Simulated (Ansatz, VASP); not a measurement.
Two plane-wave programs on CuH3

```
CELL_PARAMETERS angstrom
2.51071 0.00000 0.00000
0.00000 2.51071 0.00000
0.00000 0.00000 31.39352
ATOMIC_POSITIONS crystal
Cu 0.50000 0.50000 0.21328
H 0.00000 0.00000 0.21292
H 0.00000 0.00000 0.33943
H 0.00000 0.00000 0.31567
```

Alike in both runs: functional PBE; k mesh 18 × 18 × 1; occupations gaussian, width 0.1 eV; no spin polarisation.

Ansatz relaxed the structure, and its values are those at the end. VASP's run is a single point on that final structure, the one shown.

|  | VASP | Ansatz |
| --- | --- | --- |
| version | VASP 6.6.1 | Ansatz 0.2.0 |
| potentials or method | VASP PAW PBE potentials, release 64 (Cu, H) | scalar-relativistic, plane waves, PAW |
| plane-wave cutoff (eV) | 520 | 420 |
| valence electrons in the cell | 14 | 22 |

Ansatz gave:

* gap on the k mesh at the Fermi level (eV): none
* rms of the force components (eV/Å): 0.001

Problem. What did VASP give for the same quantities?

Solution. gap on the k mesh at the Fermi level (eV): none; rms of the force components (eV/Å): 0.005.

A gap of «none» marks a metal or a gap that the smearing closes. The functional is the same, so the differences come from potentials, cutoffs and numerics. The two sets of potentials don't hold the same shells in valence. Ansatz warned: «slab_cell_height_set».
